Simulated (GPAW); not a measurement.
# Mg15TiO16 (MgO32 Ti1): moments or none, part 2 of 2

Aim: find out whether Mg15TiO16 (MgO32 Ti1) carries moments when they start parallel, and what they gain.

GPAW 26.7.0; PBE; plane waves with GPAW's PAW setups, scalar-relativistic.

So far. Step 2 (Start 1: ferro +): After 30 cycles the largest moment stands at 1.31 μB.

### Step 3. Run 2 (no spin polarisation)

A run without seeds gives the energy of the state without moments.

Input file nospin.py:

```python
import json
import numpy as np
from ase import Atoms
from ase.parallel import paropen, parprint
from gpaw import GPAW

atoms = Atoms(['Ti', 'O', 'Mg', 'O', 'Mg', 'O', 'Mg', 'O', 'Mg', 'O', 'Mg', 'O', 'Mg', 'O', 'Mg', 'O', 'Mg', 'O', 'Mg', 'O', 'Mg', 'O', 'Mg', 'O', 'Mg', 'O', 'Mg', 'O', 'Mg', 'O', 'Mg', 'O'],
    cell=[[8.424, 0.0, 0.0],
         [0.0, 8.424, 0.0],
         [0.0, 0.0, 4.212]],
    scaled_positions=[[0.0, 0.0, 0.0],
         [0.25, 0.0, 0.0],
         [0.0, 0.25, 0.5],
         [0.25, 0.25, 0.5],
         [0.25, 0.0, 0.5],
         [0.0, 0.0, 0.5],
         [0.25, 0.25, 0.0],
         [0.0, 0.25, 0.0],
         [0.0, 0.5, 0.0],
         [0.25, 0.5, 0.0],
         [0.0, 0.75, 0.5],
         [0.25, 0.75, 0.5],
         [0.25, 0.5, 0.5],
         [0.0, 0.5, 0.5],
         [0.25, 0.75, 0.0],
         [0.0, 0.75, 0.0],
         [0.5, 0.0, 0.0],
         [0.75, 0.0, 0.0],
         [0.5, 0.25, 0.5],
         [0.75, 0.25, 0.5],
         [0.75, 0.0, 0.5],
         [0.5, 0.0, 0.5],
         [0.75, 0.25, 0.0],
         [0.5, 0.25, 0.0],
         [0.5, 0.5, 0.0],
         [0.75, 0.5, 0.0],
         [0.5, 0.75, 0.5],
         [0.75, 0.75, 0.5],
         [0.75, 0.5, 0.5],
         [0.5, 0.5, 0.5],
         [0.75, 0.75, 0.0],
         [0.5, 0.75, 0.0]],
    pbc=True)
atoms.calc = GPAW(mode={'name': 'pw', 'ecut': 600},
    xc='PBE',
    kpts={'size': (3, 3, 6), 'gamma': True},
    occupations={'name': 'fermi-dirac', 'width': 0.05},
    convergence={'density': 1e-05, 'energy': 1e-05},
    maxiter=200,
    mixer={'name': 'pulay', 'beta': 0.05, 'nmaxold': 6, 'weight': 50},
    symmetry={'tolerance': 1e-4},
    txt='nospin.txt')
e = atoms.get_potential_energy(force_consistent=True)
res = {'free_energy': e, 'energy_sigma0': atoms.get_potential_energy(), 'fermi_energy': atoms.calc.get_fermi_level()}
parprint(f'free energy: {e:.6f} eV')
atoms.calc.write('nospin.gpw')
with paropen('results.json', 'w') as f:
    json.dump(res, f)
```

Run with:

```bash
$ OMP_NUM_THREADS=1 mpirun -n 4 gpaw python nospin.py > nospin.log
```

Numbers of over 12 decimals in the logs are rounded to 6 here.

Output:

```text
free energy: -196.321069 eV

--- nospin.txt ---
Input parameters:
  mode=PW(ecut=600),
  convergence={'density': 1e-05, 'energy': 1e-05},
  kpts=MonkhorstPack(size=(3, 3, 6), gamma=True),
  maxiter=200,
  mixer=Pulay(name='pulay', nmaxold=6, beta=0.05, weight=50, sigma=0.015, g_ss=None),
  occupations=Occupations(name='fermi-dirac', width=0.05),
  symmetry=Symmetry(tolerance=0.0001),
  xc=XC(name='PBE')

Diagonalizing LCAO Hamiltonian
Converting LCAO to pw mode
      .--------------------.
     /|                    |
    / |                    |
   /  |                    |
  /  Mg   O    Mg   O      |
 *  O .--Mg---O----Mg------.
 |Mg O O  Mg MgO  O Mg    /
 O  MgMg O O  Mg MgO     /
 | /                    /
 |/    Mg    O    Mg   /
 Ti---O----Mg----O----*

Atoms  # Å, Bohr magnetons
|    | symbol |        x |        y |        z |    initial magnetic moments |
|----|--------|----------|----------|----------|-----------------------------|
|  0 |     Ti | 0.000000 | 0.000000 | 0.000000 | ( 0.0000,  0.0000,  0.0000) |
|  1 |      O | 2.106000 | 0.000000 | 0.000000 | ( 0.0000,  0.0000,  0.0000) |
|  2 |     Mg | 0.000000 | 2.106000 | 2.106000 | ( 0.0000,  0.0000,  0.0000) |
|  3 |      O | 2.106000 | 2.106000 | 2.106000 | ( 0.0000,  0.0000,  0.0000) |
|  4 |     Mg | 2.106000 | 0.000000 | 2.106000 | ( 0.0000,  0.0000,  0.0000) |
|  5 |      O | 0.000000 | 0.000000 | 2.106000 | ( 0.0000,  0.0000,  0.0000) |
|  6 |     Mg | 2.106000 | 2.106000 | 0.000000 | ( 0.0000,  0.0000,  0.0000) |
|  7 |      O | 0.000000 | 2.106000 | 0.000000 | ( 0.0000,  0.0000,  0.0000) |
|  8 |     Mg | 0.000000 | 4.212000 | 0.000000 | ( 0.0000,  0.0000,  0.0000) |
|  9 |      O | 2.106000 | 4.212000 | 0.000000 | ( 0.0000,  0.0000,  0.0000) |
| 10 |     Mg | 0.000000 | 6.318000 | 2.106000 | ( 0.0000,  0.0000,  0.0000) |
| 11 |      O | 2.106000 | 6.318000 | 2.106000 | ( 0.0000,  0.0000,  0.0000) |
| 12 |     Mg | 2.106000 | 4.212000 | 2.106000 | ( 0.0000,  0.0000,  0.0000) |
| 13 |      O | 0.000000 | 4.212000 | 2.106000 | ( 0.0000,  0.0000,  0.0000) |
| 14 |     Mg | 2.106000 | 6.318000 | 0.000000 | ( 0.0000,  0.0000,  0.0000) |
| 15 |      O | 0.000000 | 6.318000 | 0.000000 | ( 0.0000,  0.0000,  0.0000) |
| 16 |     Mg | 4.212000 | 0.000000 | 0.000000 | ( 0.0000,  0.0000,  0.0000) |
| 17 |      O | 6.318000 | 0.000000 | 0.000000 | ( 0.0000,  0.0000,  0.0000) |
| 18 |     Mg | 4.212000 | 2.106000 | 2.106000 | ( 0.0000,  0.0000,  0.0000) |
| 19 |      O | 6.318000 | 2.106000 | 2.106000 | ( 0.0000,  0.0000,  0.0000) |
| 20 |     Mg | 6.318000 | 0.000000 | 2.106000 | ( 0.0000,  0.0000,  0.0000) |
| 21 |      O | 4.212000 | 0.000000 | 2.106000 | ( 0.0000,  0.0000,  0.0000) |
| 22 |     Mg | 6.318000 | 2.106000 | 0.000000 | ( 0.0000,  0.0000,  0.0000) |
| 23 |      O | 4.212000 | 2.106000 | 0.000000 | ( 0.0000,  0.0000,  0.0000) |
| 24 |     Mg | 4.212000 | 4.212000 | 0.000000 | ( 0.0000,  0.0000,  0.0000) |
| 25 |      O | 6.318000 | 4.212000 | 0.000000 | ( 0.0000,  0.0000,  0.0000) |
| 26 |     Mg | 4.212000 | 6.318000 | 2.106000 | ( 0.0000,  0.0000,  0.0000) |
| 27 |      O | 6.318000 | 6.318000 | 2.106000 | ( 0.0000,  0.0000,  0.0000) |
| 28 |     Mg | 6.318000 | 4.212000 | 2.106000 | ( 0.0000,  0.0000,  0.0000) |
| 29 |      O | 4.212000 | 4.212000 | 2.106000 | ( 0.0000,  0.0000,  0.0000) |
| 30 |     Mg | 6.318000 | 6.318000 | 0.000000 | ( 0.0000,  0.0000,  0.0000) |
| 31 |      O | 4.212000 | 6.318000 | 0.000000 | ( 0.0000,  0.0000,  0.0000) |

Unit cell  # Å
| periodic |        x |        y |        z |  lengths |    angles |
|----------|----------|----------|----------|----------|-----------|
|      yes | 8.424000 | 0.000000 | 0.000000 | 8.424000 | 90.000000 |
|      yes | 0.000000 | 8.424000 | 0.000000 | 8.424000 | 90.000000 |
|      yes | 0.000000 | 0.000000 | 4.212000 | 4.212000 | 90.000000 |

Number of symmetries: 16

BZ-sampling:
  Number of BZ points: 54
  Number of IBZ points: 12

  Monkhorst-Pack size: [3, 3, 6]
  Monkhorst-Pack shift: [0.0, 0.0, 0.083333]

Plane wave coefficients: 10005
Cutoff: 600.0 eV

Spin-components: 1 (collinear spins)
Bands:           159
Projectors:      161
Spin-degeneracy: 2
Datatype:        complex128

Parallelization:
  kpt:    4
  domain: 1
  band:   1

Density:
  Valence electrons: 258.0
  Components: 1
  Grid points: [48 48 24]
  Charge: 0.0  # |e|

Potential:
  Grid points: [48 48 24]

[... setups left out ...]
Reference energy: -137622.324430  # eV

eigensolver:
  PPCG
  Converge bands: occupied
  niter=2

density mixing:
  Pulay-Mixer
  Linear mixing parameters: 0.05
  Old densities: 6
  Fourier metric: weight=50, sigma=0.015

occupation numbers:
  Fermi-Dirac:
    width: 0.0500  # eV

poisson solver:
  ecut: 4800.0  # eV

xc functional:
  name: PBE with 2 nearest neighbor stencil

convergence criteria:
- Maximum integral of absolute [dens]ity change: 1e-05 electrons / valence electron
- Maximum [total energy] change in last 3 cyles: 1e-05 eV / valence electron
- Maximum integral of absolute [eigenst]ate change: 4e-08 eV^2 / valence electron
maximum number of iterations: 200

SCF iterations
|iter     |      energy | eigst |  dens |
|---------|-------------|-------|-------|
|iter:   1|       0s | -215.888735 | +0.84 |       |
|iter:   2|      11s | -210.698498 | -0.34 | -0.98 |
|iter:   3|      23s | -196.829834 | +0.32 | -1.04 |
|iter:   4|      34s | -196.292087 | -0.24 | -1.39 |
|iter:   5|      45s | -196.339034 | -1.40 | -1.50 |
|iter:   6|      56s | -196.360866 | -2.24 | -1.76 |
|iter:   7|      67s | -196.516487 | -0.92 | -1.71 |
|iter:   8|      78s | -196.338298 | -1.85 | -2.02 |
|iter:   9|      90s | -196.307620 | -2.50 | -2.42 |
|iter:  10|     101s | -196.309798 | -2.26 | -2.57 |
|iter:  11|     112s | -196.288551 | -2.01 | -2.61 |
|iter:  12|     123s | -196.287187 | -3.17 | -2.62 |
|iter:  13|     135s | -196.285063 | -4.07 | -2.75 |
|iter:  14|     146s | -196.276244 | -3.37 | -2.80 |
|iter:  15|     157s | -196.276694 | -3.74 | -2.96 |
|iter:  16|     168s | -196.284028 | -3.20 | -2.97 |
|iter:  17|     179s | -196.278748 | -3.53 | -3.03 |
|iter:  18|     190s | -196.277585 | -4.28 | -3.28 |
|iter:  19|     201s | -196.277375c| -4.83 | -3.49 |
|iter:  20|     213s | -196.277684c| -4.73 | -3.61 |
|iter:  21|     224s | -196.277223c| -4.99 | -3.65 |
|iter:  22|     235s | -196.276997c| -5.14 | -3.82 |
|iter:  23|     246s | -196.277079c| -5.58 | -3.95 |
|iter:  24|     257s | -196.277060c| -6.36 | -4.20 |
|iter:  25|     269s | -196.277119c| -6.61 | -4.28 |
|iter:  26|     280s | -196.277125c| -7.27 | -4.67 |
|iter:  27|     289s | -196.277122c| -7.56c| -5.06c|

Converged in 27 steps
Energy contributions relative to reference atoms: (reference = -137622.324430)

Energy contributions:
  Kinetic:         204.639194
  Coulomb:        -170.703472
  Zero:              1.675548
  External:          0.000000
  Xc:             -231.844445
  Entropy:          -0.087894
  Spinorbit:         0.000000
  ----------------------------
  Free energy:    -196.321069
  Extrapolated:   -196.277122

dipole moment: (-157.244640, -157.244640, -150.011206)  # |e|*Ang

Fermi level: 10.434
Eigenvalues  # (at kpt = [0.000, 0.000, 0.000])
| band index |      eig [eV] | occ [0-2] |
|------------|---------------|-----------|
|          0 |       -67.327 |     2.000 |
|        ... |               |           |
|        123 |         4.460 |     2.000 |
|        124 |         4.460 |     2.000 |
|        125 |         5.050 |     2.000 |
|        126 |         5.050 |     2.000 |
|        127 |         5.058 |     2.000 |
|        128 |         9.905 |     2.000 |
|        129 |        10.112 |     1.997 |
|        130 |        10.112 |     1.997 |
|        131 |        10.450 |     0.840 |
|        132 |        12.141 |     0.000 |
|        133 |        12.226 |     0.000 |
|        134 |        13.170 |     0.000 |
|        135 |        13.170 |     0.000 |
|        136 |        13.460 |     0.000 |
|        137 |        13.930 |     0.000 |
|        138 |        14.529 |     0.000 |
|        ... |               |           |
|        158 |        18.192 |     0.000 |

No gap
No difference between direct/indirect transitions
```

Run time: 5.2 min. Hardware: 4 MPI ranks of Arm Neoverse V2, shared host; peak memory 2.1 GiB.

Numbers from this step:

* final state: non-magnetic (no spin polarisation)

It lies 443 meV a seeded atom over the first start.

### Step 4. The states side by side

These are free energies at a smearing of 0.05 eV, so its entropy term is in the differences. They are divided by the number of seeded atoms, so that cells of unlike size compare.

Orders:

```
               start    final state  typed order kept  energy over the lowest (meV a seeded atom)  largest site moment (μB)  net moment (μB a primitive cell)  mesh matched  CPU time (s)
             ferro +  ferromagnetic               yes                                           0                     1.313                             1.962           yes          2482
no spin polarisation   non-magnetic                 -                                       443.4                         0                                 0           yes          1250
```

### Step 5. Results

```json
{
 "lower run": "with moments",
 "largest site moment": "1.31 μB",
 "energy gained by spin polarisation": "443 meV a seeded atom"
}
```

In words: The crystal holds moments, up to 1.31 μB, and gains 443 meV a seeded atom by them. No antiferromagnetic order was tried, so the session says nothing on how the moments order.

[Logs and program files are shortened in this print: banners, set-up blocks, solver, clock and traceback lines can be left out without a mark of their own.]

[Logs are printed without paths, hosts, clocks, repeated set-up lines and the standing remarks that a program may print on its own settings, such as how far it seeks lower states.]

[Hosts, paths, dates, database ids (printed as entryN), source tags and the programs' standing remarks are cut or masked in the printed files.]

[Where a cell is said to come from a database of computed structures, the database is the Materials Project.]
